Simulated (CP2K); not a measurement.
# Ta in CP2K: the effect of functional

The system is Ta.

```
CELL_PARAMETERS angstrom
2.86010 0.00000 0.00000
-0.95337 2.69653 0.00000
-0.95337 -1.34826 2.33526
ATOMIC_POSITIONS crystal
Ta 0.00000 0.00000 0.00000
```

Alike in all runs:

| Item | Value |
| --- | --- |
| Program | CP2K 2026.2 |
| Task | band structure |
| Potentials or basis | POTENTIAL_UZH Ta GTH-PBE-q13; TZVP-MOLOPT-PBE-GTH basis |
| Density cutoff | 9184 eV |
| k mesh | 11 × 11 × 11 |
| Occupations | fermi-dirac, width 0.05 eV |
| Spin | no spin polarisation |

| functional | pressure (GPa) |
| --- | --- |
| PBE | 1.5 |
| LDA | -7.3 |
| PBEsol | -4.0 |
| BLYP | 8.0 |
| optB88-vdW | 1.2 |
| RPBE | ? |
| MS2 | 1.3 |

What does the run with functional RPBE give?

Pressure 4.2 GPa.

Caveats: the basis of atomic orbitals isn't converged, which shifts pressures, moduli and gaps; the potentials were made for another functional, which shifts forces and pressure (some runs).
